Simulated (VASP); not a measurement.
Input of a VASP 6.6.1 run:

Contents of INCAR:

```
  PREC = Accurate
  ENCUT = 520
  EDIFF = 1E-7
  ISMEAR = -1
  SIGMA = 0.05
  LREAL = F
  LASPH = T
  NELM = 60
  ALGO = Normal
  ISIF = 2
  LWAVE = F
  LCHARG = F
  GGA = PE
  NBANDS = 8
```

The input KPOINTS:

```
regular mesh
0
Gamma
  13 13 13
```

File POSCAR:

```
Si
1.0
   -1.6269149300      1.6269149300      1.3203298500
    1.6269149300     -1.6269149300      1.3203298500
    1.6269149300      1.6269149300     -1.3203298500
Si
1
Direct
    0.0000000000      0.0000000000      0.0000000000
```

Potentials or basis: VASP PAW PBE potentials, release 64 (Si).

The run is started by

```bash
$ cat potpaw_PBE.64/Si/POTCAR > POTCAR
$ mpirun -np 1 vasp_std > vasp.out
```

**Question.** Predict the pressure.

**Answer.** 3.5 GPa.

**Question.** Predict the band gap on the k mesh.

**Answer.** None (metal or under the smearing width).

Stress tensor (GPa, compression positive):
```
4.42 0.00 0.00
0.00 4.42 0.00
0.00 0.00 1.54
```
